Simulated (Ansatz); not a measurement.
## C: pressure against volume

C, P6_3/mmc, a = 2.512 Å, c = 4.180 Å. Ansatz: PBE, PAW, 420 eV, Γ-centred 12×12×6 mesh on 4 atoms, Gaussian smearing 0.02 eV; no spin polarisation. Shape and atoms are relaxed at each volume; pressure is positive in compression.

```tsv
V (Å³/atom)	P (GPa)
5.367	30.05
5.538	13.96
5.709	0.00
5.880	?
6.052	-22.65
```

**Question.** Take V0 = 5.709 Å³/atom, fit the third-order Birch–Murnaghan form to the other rows, and predict the missing pressure.

**Answer.** With the Eulerian strain f = ½[(V0/V)^(2/3) − 1] and y = P/[3f(1 + 2f)^(5/2)], the form is the line y = B0 + 1.5 B0 (B0′ − 4) f. Rows (f, y): 0.02102, 429.9; 0.01024, 432.0; -0.01907, 436.3. Means f = 0.004063, y = 432.73; Σ(Δf)² = 0.0008608, ΣΔfΔy = -0.1351; the slope is their ratio. y = 433.4 − 156.9 f GPa, so B0 = 433.4 GPa and B0′ = 4 + 2 × (-156.9)/(3 × 433.4) = 3.76. At V = 5.880, f = -0.00974, y = 434.93 and P = -12.10 GPa. The run gave -12.12 GPa, so the fit is 0.02 GPa too high, a small miss on the scale of the series.